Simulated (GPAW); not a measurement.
# HgTe (Coloradoite) (F-43m) in GPAW: notebook, part 2 of 3

GPAW 26.7.0.

### Step 3. Band structure, optPBE-vdW, spin-orbit coupling, no magnetisation

The input, run.py:

```python
import numpy as np
from ase.dft.bandgap import bandgap
from ase.io import write
from ase.spacegroup import crystal
from gpaw import GPAW, PW
from gpaw.spinorbit import soc_eigenstates

# Hg 4a
# Te 4c
atoms = crystal(['Hg', 'Te'],
                basis=[[0.0, 0.0, 0.0],
                       [0.25, 0.25, 0.25]],
                spacegroup=216, setting=1,  # F-43m
                cellpar=[6.429, 6.429, 6.429, 90.0, 90.0, 90.0],
                primitive_cell=True)

calc = GPAW(mode=PW(600),
            xc={'name': 'optPBE-vdW', 'backend': 'libvdwxc'},
            kpts={'size': (6, 6, 6), 'gamma': True},
            occupations={'name': 'fermi-dirac', 'width': 0.05},
            nbands=18,
            convergence={'density': 1e-05, 'energy': 1e-05},
            maxiter=150,
            txt='gpaw.txt')
atoms.calc = calc
energy = atoms.get_potential_energy()
forces = atoms.get_forces()
calc.write('gs.gpw')
write('result.traj', atoms)
print(f'Energy: {energy:.6f} eV')
print('Forces (eV/A):')
print(forces.round(4))
print('Fermi level:', round(calc.get_fermi_level(), 4), 'eV')
print(f'Gap: {bandgap(calc)[0]:.4f} eV, direct: {bandgap(calc, direct=True)[0]:.4f} eV')

path = atoms.cell.bandpath('GXWKGLUWLK,UX', npoints=100, eps=1e-4)
bs_calc = calc.fixed_density(kpts=path, symmetry='off', nbands=31,
                             convergence={'bands': 'CBM+6.0', 'eigenstates': 1e-6}, txt='bands.txt')
bs = bs_calc.band_structure()
bs.write('bs.json')
print(f'Gap on the path: {bandgap(bs_calc)[0]:.4f} eV')

soc = soc_eigenstates(bs_calc, theta=0, phi=0)
np.savetxt('soc_bands.dat', soc.eigenvalues(), fmt='%.4f')
mesh = soc_eigenstates('gs.gpw', theta=0, phi=0)
np.savetxt('soc_mesh.dat', mesh.eigenvalues(), fmt='%.4f')
print('Fermi level with spin-orbit coupling:', round(mesh.fermi_level, 4), 'eV')
```

Potentials or basis: GPAW PAW data sets (gpaw-data 1.2.1), pw.

Command:

```console
$ OMP_NUM_THREADS=1 python run.py
```

gpaw.txt:

```text
__  _  _
 | _ |_)|_||  |
 |__||  | ||/\| - 26.7.0

Input parameters:
  mode=PW(ecut=600.0),
  convergence={'density': 1e-05, 'energy': 1e-05},
  kpts=MonkhorstPack(size=(6, 6, 6), gamma=True),
  maxiter=150,
  nbands=18,
  occupations=Occupations(name='fermi-dirac', width=0.05),
  xc=XC(name='optPBE-vdW', backend='libvdwxc')

Diagonalizing LCAO Hamiltonian
Converting LCAO to pw mode

            Te

       Hg

Atoms  # Å, Bohr magnetons
|   | symbol |        x |        y |        z |    initial magnetic moments |
|---|--------|----------|----------|----------|-----------------------------|
| 0 |     Hg | 0.000000 | 0.000000 | 0.000000 | ( 0.0000,  0.0000,  0.0000) |
| 1 |     Te | 1.607250 | 1.607250 | 1.607250 | ( 0.0000,  0.0000,  0.0000) |

Unit cell  # Å
| periodic |        x |        y |        z |  lengths |    angles |
|----------|----------|----------|----------|----------|-----------|
|      yes | 0.000000 | 3.214500 | 3.214500 | 4.545989 | 60.000000 |
|      yes | 3.214500 | 0.000000 | 3.214500 | 4.545989 | 60.000000 |
|      yes | 3.214500 | 3.214500 | 0.000000 | 4.545989 | 60.000000 |

Number of symmetries: 24
Symmetry operations  # r_c * U_cc + t_c -> r_c
|    | kind |            matrix            |
|----|------|------------------------------|
|  0 |  E   |  1, 0, 0,  0, 1, 0,  0, 0, 1 |
|  1 |  σ   |  1, 0, 0,  0, 0, 1,  0, 1, 0 |
|  2 |  σ   |  1, 0,-1,  0, 1,-1,  0, 0,-1 |
|  3 |  C3  |  1, 0,-1,  0, 0,-1,  0, 1,-1 |
|  4 |  C3  |  1,-1, 0,  0,-1, 1,  0,-1, 0 |
|  5 |  σ   |  1,-1, 0,  0,-1, 0,  0,-1, 1 |
|  6 |  σ   |  0, 1, 0,  1, 0, 0,  0, 0, 1 |
|  7 |  C3  |  0, 1, 0,  0, 0, 1,  1, 0, 0 |
|  8 |  C2  |  0, 1,-1,  1, 0,-1,  0, 0,-1 |
|  9 |  S4  |  0, 1,-1,  0, 0,-1,  1, 0,-1 |
| 10 |  C3  |  0, 0, 1,  1, 0, 0,  0, 1, 0 |
| 11 |  σ   |  0, 0, 1,  0, 1, 0,  1, 0, 0 |
| 12 |  S4  |  0, 0,-1,  1, 0,-1,  0, 1,-1 |
| 13 |  C3  |  0, 0,-1,  0, 1,-1,  1, 0,-1 |
| 14 |  S4  |  0,-1, 1,  1,-1, 0,  0,-1, 0 |
| 15 |  C2  |  0,-1, 1,  0,-1, 0,  1,-1, 0 |
| 16 |  C3  |  0,-1, 0,  1,-1, 0,  0,-1, 1 |
| 17 |  S4  |  0,-1, 0,  0,-1, 1,  1,-1, 0 |
| 18 |  S4  | -1, 1, 0, -1, 0, 1, -1, 0, 0 |
| 19 |  C3  | -1, 1, 0, -1, 0, 0, -1, 0, 1 |
| 20 |  C3  | -1, 0, 1, -1, 1, 0, -1, 0, 0 |
| 21 |  S4  | -1, 0, 1, -1, 0, 0, -1, 1, 0 |
| 22 |  σ   | -1, 0, 0, -1, 1, 0, -1, 0, 1 |
| 23 |  C2  | -1, 0, 0, -1, 0, 1, -1, 1, 0 |

BZ-sampling:
  Number of BZ points: 216
  Number of IBZ points: 16

  Monkhorst-Pack size: [6, 6, 6]
  Monkhorst-Pack shift: [0.08333333333333333, 0.08333333333333333, 0.08333333333333333]

[... 73 lines left out ...]
      rc: 0.36  # [Å]
      lmax: 2
    cutoffs:
      filter: 2.09  # [Å]
      core: 3.17  # [Å]
    projectors
    | kind |    occ | energy [eV] | rcut [Å] |
    |------|--------|-------------|----------|
    |   5s |  2.000 |     -15.089 |    1.180 |
    |   5p |  4.000 |      -5.955 |    1.196 |
    |    s |        |      12.123 |    1.180 |
    |    p |        |      21.256 |    1.196 |
    |    d |        |       0.000 |    1.238 |

    Using partial waves for Te as LCAO basis

Reference energy: -717946.462161  # eV

eigensolver:
  PPCG
  Converge bands: occupied
  niter=2

density mixing:
  MSR1-Mixer
  Pratt-step length: 0.05
  Maximum mixing coefficient: 0.75
  Old densities: 10
  SVD Regularization: 0.005
  Good broyden scale: 1.0
  Trust region scale: 1.0
  Backstep threshold: 4.0
  History deletion threshold: 6.0
  Fourier metric: weight=20.0, sigma=0.015

occupation numbers:
  Fermi-Dirac:
    width: 0.0500  # eV

poisson solver:
  ecut: 4800.0  # eV

xc functional:
  name: vdW-optPBE with libvdwxc
  Mode: serial
  Semilocal: GGA_X_OPTPBE_VDW+LDA_C_PW with 2 nearest neighbor stencil
  Corresponding non-local functional: vdW-DF
  Local blocksize: 54 x 54 x 54
  PAW datasets: PBE

convergence criteria:
- Maximum integral of absolute [dens]ity change: 1e-05 electrons / valence electron
- Maximum [total energy] change in last 3 cyles: 1e-05 eV / valence electron
- Maximum integral of absolute [eigenst]ate change: 4e-08 eV^2 / valence electron
maximum number of iterations: 150

SCF iterations
|iter     | |      energy | eigst |  dens |
|---------|-|-------------|-------|-------|
|iter:   1| |  -52.703205 | -0.12 |       |
|iter:   2| |  -52.675153 | -2.00 | -1.45 |
|iter:   3| |  -52.626030 | -1.86 | -1.49 |
|iter:   4| |  -52.642583 | -2.69 | -1.93 |
|iter:   5| |  -52.646402 | -3.28 | -2.35 |
|iter:   6| |  -52.646514 | -4.85 | -3.23 |
|iter:   7| |  -52.646520c| -5.78 | -3.70 |
|iter:   8| |  -52.646520c| -7.27 | -4.37 |
|iter:   9| |  -52.646520c| -7.53c| -5.22c|

Converged in 9 steps
Energy contributions relative to reference atoms: (reference = -717946.462161)

Energy contributions:
  Kinetic:          43.989623
  Coulomb:         -37.533660
  Zero:             -2.277606
  External:          0.000000
  Xc:              -56.824400
  Entropy:          -0.000955
  Spinorbit:         0.000000
  ----------------------------
  Free energy:     -52.646998
  Extrapolated:    -52.646520

dipole moment: (-26.817862, -26.817862, -26.817862)  # |e|*Ang

Fermi level: 4.706
Eigenvalues  # (at kpt = [0.000, 0.000, 0.000])
| band index |      eig [eV] | occ [0-2] |
|------------|---------------|-----------|
|          0 |       -59.006 |     2.000 |
|        ... |               |           |
|          5 |        -2.938 |     2.000 |
|          6 |        -2.938 |     2.000 |
|          7 |        -2.427 |     2.000 |
|          8 |        -2.427 |     2.000 |
|          9 |         4.143 |     2.000 |
|         10 |         4.670 |     1.348 |
|         11 |         4.670 |     1.348 |
|         12 |         4.670 |     1.348 |
|         13 |         8.955 |     0.000 |
|         14 |         8.955 |     0.000 |
|         15 |         8.955 |     0.000 |
|         16 |        11.243 |     0.000 |
|         17 |        14.491 |     0.000 |

No gap
No difference between direct/indirect transitions

Forces  # eV/Ang
|        x |        y |        z |
|----------|----------|----------|
| -0.00000 |  0.00000 | -0.00000 |  # Hg   0
|  0.00000 | -0.00000 | -0.00000 |  # Te   1

# Writing to gs.gpw (mode='')
```

Run time: 92 s. Hardware: 1 thread of Arm Neoverse V1, shared host; peak memory 0.4 GiB.

What came out:

```
Free energy             : -52.6470 eV
Band gap along the path : none (metal or under the smearing width)
```

Levels at the corners of the path, in eV from the Fermi level:
```
point  band 20  band 21  band 22  band 23  band 24  band 25  band 26  band 27  band 28  band 29
    Γ    -0.88    -0.86    -0.86    -0.01    -0.01    -0.01    -0.01     3.10     3.10     4.49
    X    -5.67    -2.73    -2.73    -2.55    -2.55     1.66     1.66     2.16     2.16     7.88
    W    -5.67    -3.22    -3.00    -2.87    -2.82     2.69     3.16     4.24     4.31     4.61
    K    -5.59    -3.33    -3.29    -2.24    -2.21     1.91     2.07     3.68     3.77     6.44
    Γ    -0.88    -0.86    -0.86    -0.01    -0.01    -0.01    -0.01     3.10     3.10     4.49
    L    -5.81    -1.63    -1.63    -0.99    -0.99     0.49     0.49     4.49     4.49     5.04
    U    -5.59    -3.33    -3.29    -2.24    -2.21     1.91     2.07     3.68     3.77     6.44
    W    -5.67    -3.22    -3.00    -2.87    -2.82     2.69     3.16     4.24     4.31     4.61
    L    -5.81    -1.63    -1.63    -0.99    -0.99     0.49     0.49     4.49     4.49     5.04
    K    -5.59    -3.33    -3.29    -2.24    -2.21     1.91     2.07     3.68     3.77     6.44
    U    -5.59    -3.33    -3.29    -2.24    -2.21     1.91     2.07     3.68     3.77     6.44
    X    -5.67    -2.73    -2.73    -2.55    -2.55     1.66     1.66     2.16     2.16     7.88
```

Caveat: spin-orbit coupling was added after a scalar SCF, so levels and gaps hold it while energy, forces, pressure and moments don't; this program's spin-orbit splittings come out too wide for heavy elements; the PAW data sets were made with another functional, which shifts forces and pressure a little.

### Step 4. Equation of state, vdW-DF

The input, run.py:

```python
from ase.eos import EquationOfState
from ase.io import Trajectory
from ase.spacegroup import crystal
from ase.units import GPa
from gpaw import GPAW, PW

# Hg 4a
# Te 4c
atoms = crystal(['Hg', 'Te'],
                basis=[[0.0, 0.0, 0.0],
                       [0.25, 0.25, 0.25]],
                spacegroup=216, setting=1,  # F-43m
                cellpar=[6.429, 6.429, 6.429, 90.0, 90.0, 90.0],
                primitive_cell=True)

traj = Trajectory('eos.traj', 'w')
volumes, energies = [], []
for x in [0.94, 0.96, 0.98, 1.0, 1.02, 1.04, 1.06]:
    a = atoms.copy()
    a.set_cell(atoms.cell * x**(1 / 3), scale_atoms=True)
    calc = GPAW(mode=PW(600),
                xc={'name': 'vdW-DF', 'backend': 'libvdwxc'},
                kpts={'size': (6, 6, 6), 'gamma': True},
                occupations={'name': 'fermi-dirac', 'width': 0.05},
                nbands=18,
                convergence={'density': 1e-05, 'energy': 1e-05},
                maxiter=150,
                txt=f'eos-{x:.2f}.txt')
    a.calc = calc
    energies.append(a.get_potential_energy(force_consistent=True))
    volumes.append(a.get_volume())
    calc.write(f'eos-{x:.2f}.gpw')
    traj.write(a)
    print(f'{x:.2f} {volumes[-1]:10.4f} A^3 {energies[-1]:14.6f} eV', flush=True)

v0, e0, B = EquationOfState(volumes, energies, eos='birchmurnaghan').fit()
print(f'V0 = {v0:.4f} A^3, E0 = {e0:.6f} eV, B0 = {B / GPa:.2f} GPa')
```

Command:

```console
$ OMP_NUM_THREADS=1 python run.py
```

Run time: 1.8 min. Hardware: 1 thread of Arm Neoverse V1, shared host; peak memory 0.4 GiB.

Results (log left out):

| Item | Value |
| --- | --- |
| Equilibrium volume | outside the volumes run |

Energy against volume, from the lowest point:
| volume (Å³/atom) | energy (meV/atom) |
| --- | --- |
| 31.223 | 203.84 |
| 31.887 | 155.41 |
| 32.551 | 113.59 |
| 33.215 | 77.69 |
| 33.880 | 47.17 |
| 34.544 | 21.45 |
| 35.208 | 0.00 |

Caveat: the PAW data sets were made with another functional, which shifts forces and pressure a little. The run has no spin-orbit coupling, so splittings on Hg, Te are missing.

### Step 5. Equation of state, BP86+D4

Edit run.py of step 4 so:

```diff
@@ -1 +1,2 @@
+from ase.calculators.mixing import SumCalculator
 from ase.eos import EquationOfState
@@ -4,3 +5,6 @@
 from ase.units import GPa
-from gpaw import GPAW, PW
+from dftd4.ase import DFTD4
+from gpaw import GPAW, PW, setup_paths
+
+setup_paths.insert(0, '.')
 
@@ -21,3 +25,3 @@
     calc = GPAW(mode=PW(600),
-                xc={'name': 'vdW-DF', 'backend': 'libvdwxc'},
+                xc='GGA_X_B88+GGA_C_P86',
                 kpts={'size': (6, 6, 6), 'gamma': True},
@@ -28,8 +32,9 @@
                 txt=f'eos-{x:.2f}.txt')
-    a.calc = calc
-    energies.append(a.get_potential_energy(force_consistent=True))
+    a.calc = SumCalculator([calc, DFTD4(method='bp')])
+    energies.append(a.get_potential_energy())
     volumes.append(a.get_volume())
+    p = -a.get_stress()[:3].mean() / GPa
     calc.write(f'eos-{x:.2f}.gpw')
     traj.write(a)
-    print(f'{x:.2f} {volumes[-1]:10.4f} A^3 {energies[-1]:14.6f} eV', flush=True)
+    print(f'{x:.2f} {volumes[-1]:10.4f} A^3 {energies[-1]:14.6f} eV {p:9.3f} GPa', flush=True)
```

Potentials or basis: PAW data sets generated in the run's folder for this functional, pw.

Command:

```console
$ gpaw-setup -f GGA_X_B88+GGA_C_P86 Hg Te
$ OMP_NUM_THREADS=1 python run.py
```

Run time: 1.9 min. Hardware: 1 thread of Arm Neoverse V1, shared host; peak memory 0.29 GiB.

The run converged. Its results:

* Equilibrium volume: 34.00 Å³/atom
* Bulk modulus: 45 GPa
* Pressure derivative of the bulk modulus: 5.1

Energy against volume, from the lowest point:
```tsv
volume (Å³/atom)	energy (meV/atom)
31.223	37.80
31.887	20.93
32.551	9.40
33.215	2.60
33.880	0.00
34.544	1.09
35.208	5.54
```

The run has no spin-orbit coupling, so splittings on Hg, Te are missing.

[end of part 2 of 3]
